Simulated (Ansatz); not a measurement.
Runs of Ansatz 0.2.0 on Pd. It takes space group Fm-3m (No. 225, cubic). The conventional cell has a = 3.893 Å, b = 3.893 Å, c = 3.893 Å, α = 90.00°, β = 90.00°, γ = 90.00°. Pd (site symmetry m-3m) has 12 Pd at 2.75 Å as nearest neighbours. 

```csv
task,level,potentials or basis,cell,k mesh,cutoff (eV),mesh quality,gap on the mesh (eV),pressure (GPa),V0 of scaled cells (Å³/atom),relaxed volume (Å³/atom),B0 (GPa)
equation of state,PBE,Ansatz PAW earlier set,as given,12 × 12 × 12,600,not flagged,-,-,15.30,-,168
relaxation of cell and atoms,PBE+D3(BJ)-ATM,Ansatz PAW,relaxed,12 × 12 × 12,420,not flagged,none,0.0,-,(a),-
projected density of states,BLYP,Ansatz PAW,as given,7 × 7 × 7,420,coarse,none,18.8,-,-,-
projected density of states,PBE0,Ansatz PAW,as given,7 × 7 × 7,420,coarse,none,2.3,-,-,-
projected density of states,r2SCAN,Ansatz PAW,as given,7 × 7 × 7,500,coarse,none,2.8,-,-,-
equation of state,PBE,PseudoDojo stringent,as given,12 × 12 × 12,1116,not flagged,-,-,15.30,-,170
equation of state,PBE,Ansatz NC,as given,12 × 12 × 12,1116,not flagged,-,-,(b),-,168
relaxation of cell and atoms,PBE,Ansatz PAW,relaxed,12 × 12 × 12,420,not flagged,none,0.0,-,15.32,-
```

Alike in all rows: no spin polarisation; smearing fermi-dirac 0.05 eV.

Q: Estimate the missing entries.

A: (a) 14.84; (b) 15.31.

Caveats: some runs use coarse meshes; the PAW data sets come from PBE, with cores solved anew for the run's functional, which leaves a small shift of forces and pressure (some runs); the plane-wave basis is chosen anew once the cell has moved, so the energies of steps on either side of that aren't comparable (some runs); pairwise dispersion overbinds metals, which lowers pressure and volume (some runs); the thresholds are loose for stress (some runs).

A k mesh can miss the band edges, and the runs leave out spin-orbit coupling on Pd.

A gap of «none» marks a metal or a gap under the smearing width.
